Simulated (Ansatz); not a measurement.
Runs of Ansatz 0.2.0 on CdO (Monteponite). It takes space group Fm-3m (No. 225, cubic). The conventional cell has a = 4.699 Å, b = 4.699 Å, c = 4.699 Å, α = 90.00°, β = 90.00°, γ = 90.00°. Cd (site symmetry m-3m) is surrounded by 6 O at 2.35 Å. Around O (site symmetry m-3m) lie 6 Cd at 2.35 Å. 

```tsv
task	level	spin	cell	k mesh	smearing	points for each segment of the path	mesh quality	gap on the mesh (eV)	pressure (GPa)	relaxed volume (Å³/atom)
band structure	PBEsol0	off	as given	5 × 5 × 5	fermi-dirac 0.05 eV	4	coarse	1.63	-4.5	-
relaxation of cell and atoms	B3LYP	off	relaxed	5 × 5 × 5	fermi-dirac 0.05 eV	-	coarse	1.31	0.0	13.50
band structure	HSEsol	off	as given	5 × 5 × 5	fermi-dirac 0.05 eV	4	coarse	(b)	-4.3	-
band structure	PBE0	off	as given	5 × 5 × 5	fermi-dirac 0.05 eV	4	coarse	1.73	0.5	-
single point	PBE0	SOC, no magnetisation	as given	4 × 4 × 4	fermi-dirac 0.05 eV	-	coarse	1.62	0.5	-
band structure	HSE06	off	as given	5 × 5 × 5	fermi-dirac 0.05 eV	4	coarse	1.05	0.6	-
single point	PBEsol	off	as given	10 × 10 × 10	gaussian 0.1 eV	-	not flagged	none	-0.8	-
single point	PBEsol	off	as given	10 × 10 × 10	gaussian 0.05 eV	-	not flagged	none	-0.8	-
relaxation of cell and atoms	HSEsol	off	relaxed	5 × 5 × 5	fermi-dirac 0.05 eV	-	coarse	(a)	0.0	12.61
relaxation of cell and atoms	RPBE+D3(BJ)	collinear, random start	relaxed	10 × 10 × 10	fermi-dirac 0.02 eV	-	not flagged	-	0.0	12.05
relaxation of cell and atoms	PBE0	off	relaxed	5 × 5 × 5	fermi-dirac 0.05 eV	-	coarse	1.72	0.0	13.01
```

Alike in all rows: potentials or basis Ansatz PAW; cutoff (eV) 420.

Problem. Estimate the missing entries.

Solution. (a) 1.03; (b) 0.94.

Caveats: some runs use coarse meshes; the PAW data sets come from PBE, with cores solved anew for the run's functional, which leaves a small shift of forces and pressure; the thresholds are loose for stress (some runs); the k mesh misses the band edges, so the gap on the mesh is wider than the one along the path (some runs); the plane-wave basis is chosen anew once the cell has moved, so the energies of steps on either side of that aren't comparable (some runs); odd divisions of the mesh miss points on the zone boundary, where band edges often lie, so the gap on the mesh can be too wide (some runs); this crystal is a semiconductor, whose small gap the functional closes, so the metal is an error of the method (some runs); the starting moments weren't kept (some runs).

A k mesh can miss the band edges, and rows without SOC leave out spin-orbit coupling on Cd.

A gap of «none» marks a metal or a gap under the smearing width.

Runs at the PBE level aren't shown here.
